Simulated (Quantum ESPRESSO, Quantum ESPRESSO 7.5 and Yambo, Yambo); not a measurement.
**AlN (F-43m): bands and cutoff in G0W0 with Yambo**

Wanted: a converged G0W0 gap of AlN (F-43m), or an estimate of the limit.

Main program and level: Quantum ESPRESSO 7.5 and Yambo 5.3.0; PBE and many-body steps on it, plane waves.

### 1. Set-up

It takes space group F-43m (No. 216, cubic). The conventional cell has a = 4.368 Å, b = 4.368 Å, c = 4.368 Å, α = 90.00°, β = 90.00°, γ = 90.00°. Nearest to Al lie 4 N at 1.89 Å. N has 4 Al at 1.89 Å nearest. Farther neighbours and most contacts between anions are not listed.

The cell and positions are those that the Materials Project relaxed with its own functionals (PBE, PBE+U or r2SCAN), kept fixed. This is not the form that AlN usually takes at ambient conditions.

### 2. Empty states on the mesh, 8×8×8 mesh, 249 bands

This step: Quantum ESPRESSO 7.5; DFT, PBE, plane waves, norm-conserving pseudopotentials.

The sums over transitions need many empty states on a uniform mesh; this step solves for them.

File pw.in:

```
&control
  calculation = 'nscf'
  prefix = 'x'
  outdir = 'o'
  pseudo_dir = 'pseudo'
/
&system
  ibrav = 0
  nat = 2
  ntyp = 2
  ecutwfc = 72.0
  nbnd = 249
  force_symmorphic = .true.
/
&electrons
  conv_thr = 1e-9
  electron_maxstep = 80
  diago_full_acc = .true.
  diago_thr_init = 5e-6
/
ATOMIC_SPECIES
  Al 26.982 Al.upf
  N 14.007 N.upf
CELL_PARAMETERS angstrom
  -0.0000000000 2.1839935596 2.1839935596
  2.1839935596 -0.0000000000 2.1839935596
  2.1839935596 2.1839935596 -0.0000000000
ATOMIC_POSITIONS crystal
  Al 0.0000000000 0.0000000000 0.0000000000
  N 0.7500000000 0.7500000000 0.7500000000
K_POINTS automatic
  8 8 8 0 0 0
```

The run is started by

```sh
$ OMP_NUM_THREADS=1 mpirun -n 8 pw.x -nk 4 -in pw.in > pw.out
```

What it wrote:

```text
Program PWSCF v.7.5 starts

     This program is part of the open-source Quantum ESPRESSO suite
     for quantum simulation of materials; please cite
         "P. Giannozzi et al., J. Phys.:Condens. Matter 21 395502 (2009);
         "P. Giannozzi et al., J. Phys.:Condens. Matter 29 465901 (2017);
         "P. Giannozzi et al., J. Chem. Phys. 152 154105 (2020);
     in publications or presentations arising from this work. More details at

     Atomic positions and unit cell read from directory:
     o/x.save/

     Message from routine setup:
[...]
285.9482

          k = 0.1768 0.1768-0.1768 (  1447 PWs)   bands (ev):

[...]
129.2001 130.1590 130.4135 130.4135 132.3428 132.3428 135.9443 135.9443
     [... 20 further rows ...]
   284.1821 287.2011 287.9854 287.9854 288.6762 288.6762 288.9102 289.3768
   289.3768

          k = 0.2652 0.2652-0.2652 (  1441 PWs)   bands (ev):

     [... further k-points ...]

     highest occupied, lowest unoccupied level (ev):     6.9565   10.2814

     XML data file, pseudopotentials, collected wavefunctions

=------------------------------------------------------------------------------=
   JOB DONE.
=------------------------------------------------------------------------------=
```

Wall time 25 s (8 MPI ranks of Arm Neoverse V1, shared host); peak memory 0.53 GiB.

Numbers from this step:

```
gap                                                           : 3.325 eV
k of the valence top                                          : 0, 0, 0
k of the conduction bottom                                    : 0, -0.5, -0.5
least direct gap                                              : 4.192 eV
k points computed                                             : 29
lowest point of the top converged band, above the valence top : 272.3941 eV
```

On this mesh the gap is 3.325 eV.

The density comes from a self-consistent run that is not shown.

### 3. Conversion and set-up

This step: Yambo 5.3.0; conversion and set-up on PBE, plane waves, norm-conserving pseudopotentials.

The states are converted to the many-body program's format and the q mesh is built.

The run is started by

```sh
$ (cd o/x.save; p2y > p2y.log; mv SAVE ../..); yambo > setup.log
```

What it wrote:

```text
 Yambo, version 5.3.0

 [02] CORE Variables Setup
 =========================

  [02.01] Unit cells
  ==================

  Cell kind             :  FCC
  Atoms in the cell     :  Al  N
  number of Al atoms    :  1
  number of N  atoms    :  1

  List of atomic masses
  Mass of Al    :  26.98200
  Mass of N     :  14.00700

  List of atomic coordinates    : [cc]
  Al1       :  0.000000  0.000000  0.000000  order 1
  N1       :  6.190725  6.190725  6.190725  order 2

  Alat factors          :  4.127150  4.127150  4.127150 [a.u.]
  Direct lattice volume :  140.5985 [a.u.]
[...]
Q [ 1]         [rlu]:  0.000000  0.000000  0.000000
 Q [ 2]         [rlu]: -0.26489E-17 -0.26489E-17  0.12500
 Q [ 3]         [rlu]: -0.52978E-17 -0.52978E-17  0.25000
[...]
Q [ 8]         [rlu]: -0.23529E-16  0.12500      0.37500
 Q [ 9]         [rlu]: -0.52269E-17  0.12500      0.50000
 Q [10]         [rlu]:  0.10596E-16  0.12500     -0.37500
     [... 17 further rows ...]
 Q [28]         [rlu]:  0.125000 -0.500000 -0.375000
 Q [29]         [rlu]:  0.250000 -0.500000 -0.250000

  [03.01] X indexes
  =================

   [03.01.01] Sigma indexes
   ========================

 [06] Game Over & Game summary
```

Run time: 2.5 s. Hardware: 1 MPI rank; peak memory 0.24 GiB.

### 4. 34 bands, 122.5 eV

G0W0 replaces the xc potential by the self-energy, built once from these orbitals. Only a window of levels is corrected, while the sums run over the empty bands that the input names.

This step: G0W0 on PBE, plane waves, norm-conserving pseudopotentials.

File gw1.in:

```
HF_and_locXC
gw0
dyson
ppa
em1d
rim_cut
RandQpts= 1000000
RandGvec= 1 RL
EXXRLvcs= 72 Ry
VXCRLvcs= 288 Ry
Chimod= "HARTREE"
% BndsRnXp
 1 | 34 |
%
NGsBlkXp= 9 Ry
% LongDrXp
 1 | 1 | 1 |
%
% GbndRnge
 1 | 34 |
%
DysSolver= "n"
ExtendOut
PPAPntXp= 27.21138 eV
% QPkrange
 1 | 1 | 3 | 6 |
 21 | 21 | 3 | 6 |
%
```

The run is started by

```sh
$ OMP_NUM_THREADS=1 mpirun -n 8 yambo -F gw1.in -J gw1 -C gw1 > gw1.log
```

What it wrote:

```text
 Yambo, version 5.3.0

 [02] CORE Variables Setup
 =========================

  [... cell, symmetries and grids as in the set-up ...]

  [02.05] Energies & Occupations
  ==============================

  [X] === General ===
  [X] Electronic Temperature                        :  0.000000  0.000000 [eV K]
  [X] Bosonic    Temperature                        :  0.000000  0.000000 [eV K]
  [X] Finite Temperature mode                       : no
  [X] El. density                                   :  0.38398E+24 [cm-3]
  [X] Fermi Level                                   :  6.956541 [eV]

  [X] === Gaps and Widths ===
  [X] Conduction Band Min                           :  3.324859 [eV]
  [X] Valence Band Max                              :  0.000000 [eV]
  [X] Filled Bands                                  :   4
  [X] Empty Bands                                   :    5  249
  [X] Direct Gap                                    :  4.192097 [eV]
  [X] Direct Gap localized at k                     :  1
  [X] Indirect Gap                                  :  3.324859 [eV]
  [X] Indirect Gap between kpts                     :   1  21
  [X] Last valence band width                       :  2.697200 [eV]
  [X] 1st conduction band width                     :  4.629348 [eV]

 [03] Transferred momenta grid and indexing
 ==========================================

 IBZ Q-points                                      :  29
 BZ  Q-points                                      :   512

 K/Q-points units:
 rlu = crystal or reduced units; cc = cartesian coordinates; iku = interal k-units

 Q [ 1]         [rlu]:  0.000000  0.000000  0.000000
 Q [ 2]         [rlu]: -0.26489E-17 -0.26489E-17  0.12500
 Q [ 3]         [rlu]: -0.52978E-17 -0.52978E-17  0.25000
 Q [ 4]         [rlu]: -0.12300E-16 -0.12300E-16  0.37500
 Q [ 5]         [rlu]:  0.10596E-16  0.10596E-16 -0.50000
 Q [ 6]         [rlu]:  0.99725E-17  0.12500      0.12500
 Q [ 7]         [rlu]: -0.26489E-17  0.12500      0.25000
 Q [ 8]         [rlu]: -0.23529E-16  0.12500      0.37500
 Q [ 9]         [rlu]: -0.52269E-17  0.12500      0.50000
 Q [10]         [rlu]:  0.10596E-16  0.12500     -0.37500
     [... 17 further rows ...]
 Q [28]         [rlu]:  0.125000 -0.500000 -0.375000
 Q [29]         [rlu]:  0.250000 -0.500000 -0.250000

 [04] Coloumb potential Random Integration (RIM)
 ===============================================

  [04.01] RIM initialization
  ==========================

  * Diagonal components only detected *

  8 x (sBL volume)        :  0.027566 [a.u.]
  sBZ random points       :  1000000
  Points outside the sBZ  :   7999624
  RL volume               :  1.764245 [a.u.]
  Integrated volume       :  1.764328 [a.u.]

  [04.02] RIM integrals
  =====================

  Gamma point sphere radius             :  0.054795 [a.u.]
  Points outside the sphere             :   799635
  [Int_sBZ(q=0) 1/q^2]*(Vol_sBZ)^(-1/3) =:  7.763403
                                 should be <:  7.795600

  Summary of Coulomb integrals for non-metallic bands |Q|[au] RIM/Bare

  Q [1] 0.100000E-4 0.995870 * Q [2] 0.164805 1.064252
  Q [6] 0.190300 1.063621 * Q [12] 0.269125 1.026387
  Q [7] 0.315577 1.018937 * Q [3] 0.329610 1.016307
  Q [13] 0.380601 1.013309 * Q [11] 0.414750 1.010912
  Q [22] 0.425525 1.010147 * Q [8] 0.466139 1.008295
  Q [14] 0.494415 1.007596 * Q [4] 0.494415 1.007214
[...]
Q [27] 0.686138 1.004075 * Q [24] 0.712039 1.003773
  Q [26] 0.730862 1.003399 * Q [21] 0.761202 1.003144
  Q [28] 0.784629 1.002917 * Q [20] 0.807376 1.002976
  Q [29] 0.851049 1.002443

 [WARNING] [Xp] User bands 1-34 break level degeneracy

 [05] Dipoles
 ============

  [05.01] Setup: observables and procedures
  =========================================

 [06] Dynamic Dielectric Matrix (PPA)
 ====================================

 [SLK-Inversion]  Pools        :  2
 [SLK-Inversion]  BLACS grid   :  2  2

 [WR./gw1//ndb.pp]---------------------------------------------------------------
  Brillouin Zone Q/K grids (IBZ/BZ)                :    29   512    29   512
  RL vectors                                       :  1989 [WF]
  Coulomb cutoff potential                         : none
  Electronic Temperature                           :  0.000000 [K]
  Bosonic    Temperature                           :  0.000000 [K]
  PPA    diel. fun.  energies                      : Perdew, Burke & Ernzerhof(X)+Perdew, Burke & Ernzerhof(C)
  wavefunctions                                    : Perdew, Burke & Ernzerhof(X)+Perdew, Burke & Ernzerhof(C)
  Global Gauge                                     : length
  X matrix size                                    :   65
  X band range                                     :    1   34
  X e/h energy range                               : -1.000000 -1.000000 [eV]
  X Time ordering                                  : R
  X Hxc Kernel                                     : HARTREE
  X Drude frequency                                :  0.000000  0.000000
  X poles                                          :  100.0000 [o/o]
  RL vectors in the sum                            :  1989
  [r,Vnl] included                                 : yes
  Field direction                                  :  0.577350E-5  0.577350E-5  0.577350E-5
  BZ energy Double Grid                            : no
  BZ energy DbGd points                            : 0
  BZ Q point size factor                           : -1.000000
  X Optical Averaged directions                    : none

 [07] Local Exchange-Correlation + Non-Local Fock
 ================================================

 [VXC] Plane waves :  11575
 [EXS] Plane waves :  1471

 QP @ state[ 1 ] K range:  1  1
 QP @ state[ 1 ] b range:   3   6
 QP @ state[ 2 ] K range:  21  21
 QP @ state[ 2 ] b range:   3   6

 [xc] Functional : Perdew, Burke & Ernzerhof(X)+Perdew, Burke & Ernzerhof(C)
 [xc] LIBXC used to calculate xc functional
  PP Number of Atomic Species                      :  2
  NLCC RL compoments                               :  11575
  PP Number of Atomic Species                      :  2
  NLCC RL compoments                               :  11575

 [xc] E_xc :  -3.456156 [Ha]
      E_xc :  -6.912312 [Ry]

  Local XC kind (lXC) : Perdew, Burke & Ernzerhof(X)+Perdew, Burke & Ernzerhof(C)
  Non-Local XC kind (nlXC) : Hartree-Fock

  Corrections @ K [1] :  [eV]
 <3|nlXC|3> = -20.92742 -0.51721E-17 <3|lXC|3> = -16.95876 -0.18882E-15
 <4|nlXC|4> = -20.92742 -0.13274E-16 <4|lXC|4> = -16.95876  0.94408E-16
 <5|nlXC|5> = -8.154641 -0.18947E-17 <5|lXC|5> = -12.53244 -0.18882E-15
 <6|nlXC|6> = -4.110659  0.39808E-18 <6|lXC|6> = -9.892516  0.70806E-16

  Corrections @ K [21] :  [eV]
 <3|nlXC|3> = -20.09014 -0.16364E-16 <3|lXC|3> = -15.43142 -0.59002E-16
 <4|nlXC|4> = -20.09014  0.56423E-17 <4|lXC|4> = -15.43142  0.12958E-21
 <5|nlXC|5> = -5.083334  0.14180E-18 <5|lXC|5> = -9.207278  0.23602E-16
 <6|nlXC|6> = -4.415724  0.61861E-18 <6|lXC|6> = -9.461530 -0.18882E-15

 [08] Dyson equation: Newton solver
 ==================================

  [08.01] G0W0 (W PPA)
  ====================

  [  GW  ] Bands range     :    1   34
  [GW/PPA] G damping       :  0.100000 [eV]

  QP @ state[ 1 ] K range:  1  1
  QP @ state[ 1 ] b range:   3   6
  QP @ state[ 2 ] K range:  21  21
  QP @ state[ 2 ] b range:   3   6

   Sc/G bands                                       :    1   34
   Sc/G damping                                     :  0.100000 ev
   Sc bands terminator                              : no
   Sx RL components                                 :  1471

   QP @ state[ 1 ] K range                          :  1  1
   QP @ state[ 1 ] b range                          :   3   6
   QP @ state[ 2 ] K range                          :  21  21
   QP @ state[ 2 ] b range                          :   3   6
   GF energies kind                                 : Perdew, Burke & Ernzerhof(X)+Perdew, Burke & Ernzerhof(C)
   GF WF`s kind                                     : Perdew, Burke & Ernzerhof(X)+Perdew, Burke & Ernzerhof(C)
   Xs energies kind                                 : Perdew, Burke & Ernzerhof(X)+Perdew, Burke & Ernzerhof(C)
   Xs WF`s kind                                     : Perdew, Burke & Ernzerhof(X)+Perdew, Burke & Ernzerhof(C)

 [11] Game Over & Game summary
```

Elapsed: 39 s, on 8 MPI ranks; peak memory 2.5 GiB.

This step gave:

| Property | Result |
| --- | --- |
| G0W0 gap on the points computed | 4.302 eV |
| starting gap on the mesh | 3.325 eV |
| k of the valence top | 0, 0, 0 |
| k of the conduction bottom | 0, -0.5, -0.5 |
| least direct G0W0 gap on the computed points | 5.451 eV |
| Z at the valence top | 0.7949 |
| Z at the conduction bottom | 0.8401 |

The gap on the mesh goes from 3.32 eV to 4.30 eV, a correction of +0.98 eV.

(Continued in part 2 of 2.)

[Paths, hosts, dates, memory and timing lines, banners, echoed tables and standing remarks are left out of the program output.]

[Logs are printed without paths, hosts, clocks, repeated set-up lines and the standing remarks that a program may print on its own settings, such as how far it seeks lower states.]

[Runs of the session that timed out or met a known fault of the program may be left out.]

[Hosts, paths, dates, database ids (printed as entryN), source tags and the programs' standing remarks are cut or masked in the printed files.]
